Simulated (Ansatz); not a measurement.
## MgO2 under changes of volume

One of the cells (10.390 Å³/atom); the others are scaled copies at fixed shape and fractional positions:

```
CELL_PARAMETERS angstrom
1.60476 0.92651 3.49398
-1.60476 0.92651 3.49398
0.00000 -1.85302 3.49398
ATOMIC_POSITIONS crystal
Mg 0.00000 0.00000 0.00000
O 0.57121 0.57121 0.57121
O 0.42879 0.42879 0.42879
```

The cell comes from a database or a generator and needn't be the stable form of this composition.

| Property | Result |
| --- | --- |
| Program | Ansatz 0.2.0 |
| Functional | r2SCAN |
| Potentials or basis | Ansatz PAW |
| Cutoff | 500 eV (not typed: the program's choice for these potentials) |
| k mesh | 10 × 10 × 10 |
| Occupations | fermi-dirac, width 0.05 eV |
| Spin | no spin polarisation |

| volume (Å³/atom) | energy over the lowest point (meV/atom) | pressure (GPa) | gap on the mesh (eV) | largest force (eV/Å) |
| --- | --- | --- | --- | --- |
| 9.766 | 2.11 | 3.3 | 3.35 | 0.088 |
| 9.974 | 0.00 | 0.0 | 3.21 | 0.021 |
| 10.182 | 1.84 | -2.8 | 3.08 | 0.122 |
| 10.390 | ? | ? | ? | ? |
| 10.598 | 15.83 | -7.8 | 2.83 | 0.303 |
| 10.805 | 27.29 | -9.9 | 2.71 | 0.384 |
| 11.013 | 41.32 | -11.7 | 2.60 | 0.459 |

Question: What does the run at 10.390 Å³/atom give?

Answer: Energy over the lowest point 7.24 meV/atom; pressure -5.4 GPa; gap on the mesh 2.95 eV; largest force 0.216 eV/Å.

Worked out: A Birch-Murnaghan fit of order 3 (a polynomial in V^(-2/3)) to the other rows has its minimum at 9.98 Å³/atom with B0 = V·E''(V) = 146 GPa and B' = 4.1 at fixed shape and positions, which overstates the stiffness. It gives 7.24 meV/atom at 10.390 Å³/atom, against the run's 7.24, and -dE/dV = -5.4 GPa, against -5.4. A straight line through the other rows of the gap, of slope -6.24 eV per unit of ln V (its deformation potential), gives 2.96 eV, against the run's 2.95.

Energies are extrapolated to zero smearing.

Caveats: the PAW data sets come from PBE, with cores solved anew for the run's functional, which leaves a small shift of forces and pressure.

A mesh can miss the band edges.
